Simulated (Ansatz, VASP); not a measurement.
# BAs: VASP beside Ansatz

File INCAR:

```
SYSTEM = BAs
  PREC = Accurate
  ENCUT = 520
  EDIFF = 1E-6
  ISMEAR = 0
  SIGMA = 0.014
  LREAL = .False.
  LASPH = .True.
  NELM = 80
  ALGO = Normal
  ISIF = 2
  LWAVE = .False.
  LCHARG = .False.
  GGA = PE
  NBANDS = 11
```

The input KPOINTS:

```
regular mesh
0
Gamma
  10 10 10
  0 0 0
```

File POSCAR:

```
BAs
1.0
    0.0000000000      2.3885000000      2.3885000000
    2.3885000000      0.0000000000      2.3885000000
    2.3885000000      2.3885000000      0.0000000000
As B
1 1
Direct
    0.7500000000      0.7500000000      0.7500000000
    0.0000000000      0.0000000000      0.0000000000
```

Contents of input.yaml:

```yaml
crystal:
  lattice:
    - [0.0, 2.3885, 2.3885]
    - [2.3885, 0.0, 2.3885]
    - [2.3885, 2.3885, 0.0]
  atoms:
    - { symbol: As, position: [0.75, 0.75, 0.75] }
    - { symbol: B, position: [0.0, 0.0, 0.0] }
hamiltonian:
  xc: pbe
  pseudopotentials: { kind: paw }
kpoints:
  mp_grid: { grid: [10, 10, 10] }
scf:
  occupations: { method: gaussian, width: 0.014 }
output:
  forces: true
  stress: true
  eigenvalues: true
  write_density: true
  write_potential: true
  elf: true
  volumetric_format: npy
```

Alike in both runs: task single point; functional PBE; k mesh 10 × 10 × 10; occupations gaussian, width 0.014 eV; no spin polarisation.

```csv
,VASP,Ansatz
version,VASP 6.6.1,Ansatz 0.2.0
potentials or method,"VASP PAW PBE potentials, release 64 (As, B)",Ansatz PAW
plane-wave cutoff (eV),520,420
valence electrons in the cell,8,18
```

|  | VASP | Ansatz | Ansatz less VASP |
| --- | --- | --- | --- |
| gap on the k mesh at the Fermi level (eV) | 1.18 | 1.18 | +0.009 |
| least direct gap on the mesh (eV) | 3.28 | 3.28 | +0.004 |
| pressure (GPa) | 3.4 | 2.8 | -0.66 |

The two sets of potentials don't hold the same shells in valence.

A k mesh can miss the band edges. Expect the measured gap to be larger: semilocal functionals such as PBE lack the derivative discontinuity.
